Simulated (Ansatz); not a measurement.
# MoS2: the cost of one run

Program: Ansatz 0.2.0. Level of theory: DFT PBE+D3(BJ), scalar-relativistic, plane waves, PAW. These are calculated values, not measurements.

The COD entry's cell or inner coordinates are ideal or old and differ from later refinements, so a difference from it is no clean test against experiment.

4 further runs of the same task are left out: 4 set aside as unsound or not needed.

## (1) The starting structure

Symmetry: R-3m, No. 166, trigonal system. The conventional cell has a = 3.133 Å, b = 3.133 Å, c = 17.877 Å, α = 90.00°, β = 90.00°, γ = 120.00°. Mo (site symmetry -3m) has 6 S at 2.42 Å in its first shell of neighbours. S (site symmetry 3m) is surrounded by 3 Mo at 2.42 Å.

Structure file:

```cif
data_structure
_symmetry_space_group_name_H-M 'R-3m:H'
_symmetry_Int_Tables_number 166
_cell_length_a 3.1335
_cell_length_b 3.1335
_cell_length_c 17.8767
_cell_angle_alpha 90.000
_cell_angle_beta 90.000
_cell_angle_gamma 120.000
_cell_volume 152.01
loop_
_atom_site_label
_atom_site_type_symbol
_atom_site_symmetry_multiplicity
_atom_site_Wyckoff_symbol
_atom_site_fract_x
_atom_site_fract_y
_atom_site_fract_z
_atom_site_occupancy
Mo1 Mo 3 a 0.00000 0.00000 0.00000 1
S1 S 6 c 0.00000 0.00000 0.75633 1
```

It is built from the cell relaxed beforehand with the same method (16.89 Å³/atom).

## (2) The perfect supercell on the trajectory's mesh

Contents of input.yaml:

```yaml
crystal:
  lattice:
    - [4.7001865774, -4.5227566429, 5.9589013408]
    - [1.5667288591, 6.3318593, 5.9589013408]
    - [-6.2669154366, -1.8091026571, 5.9589013408]
  atoms:
    - { symbol: Mo, position: [0.2307692308, 0.0769230769, 0.6923076923] }
    - { symbol: Mo, position: [1.0, 1.0, 1.0] }
    - { symbol: Mo, position: [0.4615384615, 0.1538461538, 0.3846153846] }
    - { symbol: Mo, position: [0.9230769231, 0.3076923077, 0.7692307692] }
    - { symbol: Mo, position: [0.1538461538, 0.3846153846, 0.4615384615] }
    - { symbol: Mo, position: [0.6153846154, 0.5384615385, 0.8461538462] }
    - { symbol: Mo, position: [0.3076923077, 0.7692307692, 0.9230769231] }
    - { symbol: Mo, position: [0.6923076923, 0.2307692308, 0.0769230769] }
    - { symbol: Mo, position: [0.3846153846, 0.4615384615, 0.1538461538] }
    - { symbol: Mo, position: [0.8461538462, 0.6153846154, 0.5384615385] }
    - { symbol: Mo, position: [0.0769230769, 0.6923076923, 0.2307692308] }
    - { symbol: Mo, position: [0.5384615385, 0.8461538462, 0.6153846154] }
    - { symbol: Mo, position: [0.7692307692, 0.9230769231, 0.3076923077] }
    - { symbol: S, position: [0.9870996896, 0.8332535358, 0.4486381512] }
    - { symbol: S, position: [0.7563304589, 0.7563304589, 0.7563304589] }
    - { symbol: S, position: [0.2178689204, 0.9101766127, 0.1409458435] }
    - { symbol: S, position: [0.679407382, 0.0640227666, 0.5255612281] }
    - { symbol: S, position: [0.9101766127, 0.1409458435, 0.2178689204] }
    - { symbol: S, position: [0.3717150743, 0.2947919973, 0.602484305] }
    - { symbol: S, position: [0.0640227666, 0.5255612281, 0.679407382] }
    - { symbol: S, position: [0.4486381512, 0.9870996896, 0.8332535358] }
    - { symbol: S, position: [0.1409458435, 0.2178689204, 0.9101766127] }
    - { symbol: S, position: [0.602484305, 0.3717150743, 0.2947919973] }
    - { symbol: S, position: [0.8332535358, 0.4486381512, 0.9870996896] }
    - { symbol: S, position: [0.2947919973, 0.602484305, 0.3717150743] }
    - { symbol: S, position: [0.5255612281, 0.679407382, 0.0640227666] }
    - { symbol: S, position: [0.4744387719, 0.320592618, 0.9359772334] }
    - { symbol: S, position: [0.2436695411, 0.2436695411, 0.2436695411] }
    - { symbol: S, position: [0.7052080027, 0.397515695, 0.6282849257] }
    - { symbol: S, position: [0.1667464642, 0.5513618488, 0.0129003104] }
    - { symbol: S, position: [0.397515695, 0.6282849257, 0.7052080027] }
    - { symbol: S, position: [0.8590541565, 0.7821310796, 0.0898233873] }
    - { symbol: S, position: [0.5513618488, 0.0129003104, 0.1667464642] }
    - { symbol: S, position: [0.9359772334, 0.4744387719, 0.320592618] }
    - { symbol: S, position: [0.6282849257, 0.7052080027, 0.397515695] }
    - { symbol: S, position: [0.0898233873, 0.8590541565, 0.7821310796] }
    - { symbol: S, position: [0.320592618, 0.9359772334, 0.4744387719] }
    - { symbol: S, position: [0.7821310796, 0.0898233873, 0.8590541565] }
    - { symbol: S, position: [0.0129003104, 0.1667464642, 0.5513618488] }
  symmetry: { detect: false }
basis:
  ecutwfc: 420
kpoints:
  mp_grid: { grid: [3, 3, 3], shift: [0.0, 0.0, 0.0] }
hamiltonian:
  xc: pbe
  dispersion: d3bj
scf:
  occupations: { method: gaussian, width: 0.1 }
output:
  forces: true
  stress: true
  eigenvalues: true
```

Command:

```
$ ansatz run input.yaml --threads 4 --pin off --max-ram 9216MiB --backend cpu --events-out ev --progress --plain --runs-dir out
```

What time and memory should one allow on 4 threads of Intel Xeon at 2.50GHz (Skylake/Cascade Lake), shared host?

About 96 s, with a peak of 3.2 GiB.
